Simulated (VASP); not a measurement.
The system is SiC (Moissanite 3C).

```
Si C
1.0
     0.00000    4.35800    4.35800
     4.35800    0.00000    4.35800
     4.35800    4.35800    0.00000
Si C
8 8
Direct
  0.00000 0.00000 0.00000
  0.00000 0.00000 0.50000
  0.00000 0.50000 0.00000
  0.00000 0.50000 0.50000
  0.50000 0.00000 0.00000
  0.50000 0.00000 0.50000
  0.50000 0.50000 0.00000
  0.50000 0.50000 0.50000
  0.12500 0.12500 0.12500
  0.12500 0.12500 0.62500
  0.12500 0.62500 0.12500
  0.12500 0.62500 0.62500
  0.62500 0.12500 0.12500
  0.62500 0.12500 0.62500
  0.62500 0.62500 0.12500
  0.62500 0.62500 0.62500
```

- Program: VASP 6.6.1
- Task: phonon dispersion
- Functional: PBEsol
- Potentials or basis: VASP PAW PBE potentials, release 64 (Si, C)
- Cutoff: 520 eV
- k mesh: 3 × 3 × 3
- Occupations: gaussian, width 0.03 eV
- Spin: no spin polarisation
- Long-range dipole term: yes
- Supercell matrix: [2, 0, 0, 0, 2, 0, 0, 0, 2]
- Further INCAR settings: LREAL = Auto; ALGO = Normal; EDIFF = 1e-07; IBRION = 6; POTIM = 0.015; NSW = 1

Task: Is this structure dynamically stable at this level, and how far does the spectrum reach?

Result: Yes, as far as this q mesh shows: no mode on the path is imaginary. The highest frequency is 950 cm⁻¹.

Phonon frequencies at the corners of the path (cm⁻¹, interpolated; i marks imaginary ones):
```
point              frequencies
    Γ        0 0 0 783 783 950
    X  352 352 627 745 745 800
    W  380 454 543 741 756 781
    K  326 453 566 745 748 789
    L  243 243 606 751 751 815
    U  326 453 566 745 748 789
```

A q mesh this small can miss soft modes between its points.

Caveat: the k mesh is coarse (spacing up to 0.42 Å⁻¹), so the values aren't converged.
